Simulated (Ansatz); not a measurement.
# Guessed and relaxed cells of MoS₂

The guess for MoS₂ is a distorted database cell: MoS2 type (P-6m2) distorted into a subgroup (Amm2, No. 38) (largest shift (Å) 0.43).

start.cif

```cif
data_structure
_symmetry_space_group_name_H-M 'P 1'
_symmetry_Int_Tables_number 1
_cell_length_a 17.2809
_cell_length_b 3.1755
_cell_length_c 3.1755
_cell_angle_alpha 60.850
_cell_angle_beta 90.000
_cell_angle_gamma 90.000
_cell_volume 152.19
loop_
_atom_site_label
_atom_site_type_symbol
_atom_site_fract_x
_atom_site_fract_y
_atom_site_fract_z
_atom_site_occupancy
Mo1 Mo 0.00000 0.07797 0.07797 1
S1 S 0.07145 0.29435 0.29435 1
S2 S 0.92855 0.29435 0.29435 1
```

The calculation used DFT PBE, scalar-relativistic, plane waves, PAW (Ansatz). Cutoff 420 eV, Gaussian smearing, Γ-centred meshes. Cell and atoms relax first on a coarse mesh and then on a converged one. In between, the cell is made exact in the group found at 0.06 Å. The steps can't lower the symmetry of their start. Collinear spin, starting moments Mo 1.0 μB; they died out on the coarse mesh, so the last step has no spin.

end.cif

```cif
data_structure
_symmetry_space_group_name_H-M 'P 1'
_symmetry_Int_Tables_number 1
_cell_length_a 3.1845
_cell_length_b 3.1845
_cell_length_c 18.9493
_cell_angle_alpha 90.000
_cell_angle_beta 90.000
_cell_angle_gamma 120.000
_cell_volume 166.42
loop_
_atom_site_label
_atom_site_type_symbol
_atom_site_fract_x
_atom_site_fract_y
_atom_site_fract_z
_atom_site_occupancy
Mo1 Mo 0.66667 0.33333 0.00000 1
S1 S 0.00000 0.00000 0.91752 1
S2 S 0.00000 0.00000 0.08248 1
```

The symmetry goes from Amm2 (No. 38) to P-6m2 (No. 187). The volume per atom grows by 9.4 %, from 50.7 to 55.5 Å³. The shortest distance goes from 1.71 Å (Mo–S) to 2.41 Å (Mo–S). The energy falls by about 4.2 eV/atom (the start's value is from the coarse mesh). The end is written in a standard setting, so origin, axes and order of atoms can differ from the start's.

```yaml
Volume_per_atom: 55.5 Å³
Density: 1.6 g/cm³
Formation_energy: −0.891 eV/atom
Gap_on_the_12×12×2_mesh_of_the_3-atom_cell: 1.66 eV
```

Formation energies are uncorrected and refer to the elements' standard structures at the same level. It lies below the elements, which doesn't yet make it stable against other compounds or structures.

The last run used Gaussian smearing of 0.02 eV. No dispersion correction is applied, so the spacing and binding between layers, chains or molecules are poorly described. The reference form of S is held partly by dispersion forces, which this level lacks. A structure relaxed within its symmetry needn't be a true minimum. In all, the 3 runs took 2.3 min on 1 thread of Intel(R) Xeon(R) Processor @ 2.70GHz, with other jobs on the host.
